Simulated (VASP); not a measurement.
Here is a VASP 6.6.1 calculation.

File INCAR:

```
SYSTEM = Se
PREC = Accurate
ENCUT = 450
EDIFF = 1E-6
ISMEAR = 0
SIGMA = 0.02
LREAL = .FALSE.
LASPH = .TRUE.
NELM = 80
ALGO = Fast
ISIF = 2
LWAVE = .FALSE.
LCHARG = .FALSE.
GGA = PE
NBANDS = 9
```

File KPOINTS:

```
regular mesh
0
G
  6 6 6
  0 0 0
```

The input POSCAR:

```
Se
1.0
    2.8105630200      0.0000000000      0.0000000000
    0.0000000000      2.8105630200      0.0000000000
    0.0000000000      0.0000000000      2.8105630200
Se
1
Direct
    0.0000000000      0.0000000000      0.0000000000
```

Potentials or basis: VASP PAW PBE potentials, release 64 (Se_GW).

The run is started by

```bash
$ cat potpaw_PBE.64/Se_GW/POTCAR > POTCAR
$ mpirun -np 1 vasp_std > vasp.out
```

Task: Estimate the band gap on the k mesh.

Result: None (metal or under the smearing width).

Task: What does it give for the pressure?

Result: 1.0 GPa.

Caveat: the k mesh is coarse (spacing up to 0.37 Å⁻¹), so the values aren't converged.
